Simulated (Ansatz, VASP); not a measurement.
# One calculation of BeTe, two programs

The input INCAR:

```
SYSTEM = BeTe
ALGO     = Normal         ! electronic algorithm
EDIFF    = 1E-7           ! SCF threshold, eV
ENCUT    = 520            ! plane-wave cutoff, eV
GGA      = PE             ! functional
ISIF     = 2              ! what is computed and relaxed
ISMEAR   = 0              ! smearing method
LASPH    = .TRUE.         ! aspherical terms in the spheres
LCHARG   = .TRUE.         ! write CHGCAR
LELF     = .TRUE.         ! ELF
LREAL    = .FALSE.        ! projectors in reciprocal space
LVHAR    = .TRUE.       
LWAVE    = .FALSE.        ! write WAVECAR
NBANDS   = 11             ! bands
NELM     = 60             ! most SCF steps
PREC     = Accurate       ! precision mode
SIGMA    = 0.02           ! smearing width, eV
```

Contents of KPOINTS:

```
k-points
0
G
  8 8 8
  0 0 0
```

POSCAR

```
BeTe
1.0
    0.0000000000      2.8599145582      2.8599145582
    2.8599145582      0.0000000000      2.8599145582
    2.8599145582      2.8599145582      0.0000000000
Be Te
1 1
Direct
    0.0000000000      0.0000000000      0.0000000000
    0.2500000000      0.2500000000      0.2500000000
```

Input for Ansatz:

```yaml
crystal:
  lattice:
    - [0.0, 2.8599145582, 2.8599145582]
    - [2.8599145582, 0.0, 2.8599145582]
    - [2.8599145582, 2.8599145582, 0.0]
  atoms:
    - { symbol: Be, position: [0.0, 0.0, 0.0] }
    - { symbol: Te, position: [0.25, 0.25, 0.25] }
basis:
  ecutwfc: 420
kpoints:
  mp_grid: { grid: [8, 8, 8] }
hamiltonian:
  xc: pbe
scf:
  occupations: { method: gaussian, width: 0.02 }
output:
  forces: true
  stress: true
  eigenvalues: true
```

Alike in both runs: task single point; functional PBE; k mesh 8 × 8 × 8; occupations gaussian, width 0.02 eV; no spin polarisation.

|  | VASP | Ansatz |
| --- | --- | --- |
| version | VASP 6.6.1 | Ansatz 0.2.0 |
| potentials or method | VASP PAW PBE potentials, release 64 (Be, Te) | scalar-relativistic, plane waves, PAW |
| plane-wave cutoff (eV) | 520 | 420 |
| valence electrons in the cell | 8 | 18 |

Ansatz gave:

```
gap on the k mesh at the Fermi level (eV) : 2.10
least direct gap on the mesh (eV)         : 3.49
pressure (GPa)                            : -1.6
```

Problem. Estimate VASP's values.

Solution. gap on the k mesh at the Fermi level (eV): 2.08; least direct gap on the mesh (eV): 3.49; pressure (GPa): -1.5.

The two sets of potentials don't hold the same shells in valence.

Caveats: spin-orbit coupling is left out, which moves the levels of the heavy elements. Expect the measured gap to be larger: semilocal functionals such as PBE lack the derivative discontinuity. A k mesh can miss the band edges.
